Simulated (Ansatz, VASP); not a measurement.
Two plane-wave programs on Si

File POSCAR:

```
Si
1.0
    0.0000000000      2.7755081891      2.7755081891
    2.7755081891      0.0000000000      2.7755081891
    2.7755081891      2.7755081891      0.0000000000
Si
2
Direct
    0.2500000000      0.2500000000      0.2500000000
    0.0000000000      0.0000000000      0.0000000000
```

Contents of INCAR.step1:

```
SYSTEM = Si
PREC     = Accurate       ! precision mode
ENCUT    = 520            ! plane-wave cutoff, eV
ISMEAR   = 0              ! smearing method
SIGMA    = 0.01           ! smearing width, eV
LREAL    = .FALSE.        ! projectors in reciprocal space
LASPH    = .TRUE.         ! aspherical terms in the spheres
NELM     = 100            ! most SCF steps
NBANDS   = 11             ! bands
GGA      = PE             ! functional
ALGO     = Normal         ! electronic algorithm
EDIFF    = 1E-4           ! SCF threshold, eV
LWAVE    = .TRUE.         ! write WAVECAR
LCHARG   = .FALSE.        ! write CHGCAR
```

Contents of INCAR.step2:

```
SYSTEM = Si
PREC     = Accurate       ! precision mode
ENCUT    = 520            ! plane-wave cutoff, eV
EDIFF    = 1E-6           ! SCF threshold, eV
ISMEAR   = 0              ! smearing method
SIGMA    = 0.01           ! smearing width, eV
LREAL    = .FALSE.        ! projectors in reciprocal space
LASPH    = .TRUE.         ! aspherical terms in the spheres
NELM     = 100            ! most SCF steps
ALGO     = Normal         ! electronic algorithm
ISIF     = 2              ! what is computed and relaxed
LWAVE    = .FALSE.        ! write WAVECAR
LCHARG   = .FALSE.        ! write CHGCAR
METAGGA  = R2SCAN         ! meta-GGA
LMIXTAU  = .TRUE.       
NBANDS   = 11             ! bands
ISTART   = 1
```

The input KPOINTS:

```
Automatic mesh
0
G
  6 6 6
  0 0 0
```

Input for Ansatz:

```yaml
crystal:
  lattice:
    - [0.0, 2.7755081891, 2.7755081891]
    - [2.7755081891, 0.0, 2.7755081891]
    - [2.7755081891, 2.7755081891, 0.0]
  atoms:
    - { symbol: Si, position: [0.25, 0.25, 0.25] }
    - { symbol: Si, position: [0.0, 0.0, 0.0] }
kpoints:
  mp_grid: { grid: [6, 6, 6] }
hamiltonian:
  xc: r2scan
scf:
  occupations: { method: fixed }
  n_extra_bands: 4
output:
  forces: true
  stress: true
  eigenvalues: true
```

Alike in both runs: task single point; functional r2SCAN; k mesh 6 × 6 × 6; no spin polarisation.

|  | VASP | Ansatz |
| --- | --- | --- |
| version | VASP 6.6.1 | Ansatz 0.2.0 |
| potentials or method | VASP PAW PBE potentials, release 64 (Si) | plane waves, PAW |
| plane-wave cutoff (eV) | 520 | 500 |
| occupations | gaussian, width 0.01 eV | fixed |
| valence electrons in the cell | 8 | 8 |

```tsv
	VASP	Ansatz	Ansatz less VASP
gap on the k mesh at the Fermi level (eV)	1.01	0.99	-0.013
pressure (GPa)	-5.2	-5.0	+0.21
```

Caveats: the PAW data sets were made with another functional, which shifts forces and pressure a little (VASP). r2SCAN opens gaps a little over a GGA but as a rule still falls short of measured ones. A k mesh can miss the band edges.
